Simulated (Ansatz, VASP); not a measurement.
GaP: VASP beside Ansatz

```xyz
2
Lattice="0.0000 2.7258 2.7258 2.7258 0.0000 2.7258 2.7258 2.7258 0.0000" Properties=species:S:1:pos:R:3 pbc="T T T"
Ga    0.0000    0.0000    0.0000
P     4.0887    4.0887    4.0887
```

The cell is a database's computed one.

Alike in both runs: task single point; functional LDA; k mesh 6 × 6 × 6; occupations gaussian, width 0.1 eV; no spin polarisation.

|  | VASP | Ansatz |
| --- | --- | --- |
| version | VASP 6.6.1 | Ansatz 0.2.0 |
| potentials or method | VASP PAW LDA potentials, release 64 (Ga_d, P) | scalar-relativistic, plane waves, PAW |
| plane-wave cutoff (eV) | 520 | 420 |
| valence electrons in the cell | 18 | 18 |

|  | VASP | Ansatz | Ansatz less VASP |
| --- | --- | --- | --- |
| gap on the k mesh at the Fermi level (eV) | 1.49 | 1.49 | 0.000 |
| least direct gap on the mesh (eV) | 1.63 | 1.60 | -0.029 |
| pressure (GPa) | -2.7 | -2.8 | -0.07 |

Ansatz warned: «pseudo_functional_mismatch».

A k mesh can miss the band edges. As with any semilocal functional, this LDA gap is likely too small.
